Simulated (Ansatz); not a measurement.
# SiC (Moissanite 3C): the cost of one run

Program: Ansatz 0.2.0. Level of theory: DFT, levels as named, plane waves, PAW. These are calculated values, not measurements.

## Step 1: The structure to begin with

The structure is cubic, space group F-43m (No. 216). The conventional cell has a = 4.358 Å, b = 4.358 Å, c = 4.358 Å, α = 90.00°, β = 90.00°, γ = 90.00°. Si (site symmetry -43m) has 4 C at 1.89 Å as nearest neighbours. Around C (site symmetry -43m) lie 4 Si at 1.89 Å.

Structure file:

```xyz
2
Lattice="0.0000 2.1790 2.1790 2.1790 0.0000 2.1790 2.1790 2.1790 0.0000" Properties=species:S:1:pos:R:3 pbc="T T T"
Si    0.0000    0.0000    0.0000
C     1.0895    1.0895    1.0895
```

## Step 2: Relaxation with PBE

input.yaml

```yaml
crystal:
  lattice:
    - [0.0, 2.179, 2.179]
    - [2.179, 0.0, 2.179]
    - [2.179, 2.179, 0.0]
  atoms:
    - { symbol: Si, position: [0.0, 0.0, 0.0] }
    - { symbol: C, position: [0.25, 0.25, 0.25] }
  symmetry: { tolerance: 0.0003 }
hamiltonian:
  xc: pbe
  pseudopotentials: { kind: paw, azcp: { folder: soft_1 } }
basis:
  ecutwfc: 420
magnetization:
  spin_polarized: false
scf:
  occupations: { method: fermi_dirac, width: 0.02 }
kpoints:
  mp_grid: { grid: [10, 10, 10], shift: [0, 0, 0] }
output:
  forces: true
  stress: true
  eigenvalues: true
relax:
  max_steps: 60
  cell: {}
```

Run with:

```sh
$ ansatz run input.yaml --threads 2 --pin off --max-ram 5632MiB --backend cpu --events-out ev --progress --plain --runs-dir out
```

What time and memory should one allow on 2 threads of Arm Neoverse V2, shared host?

About 3.6 s, with a peak of 0.27 GiB.
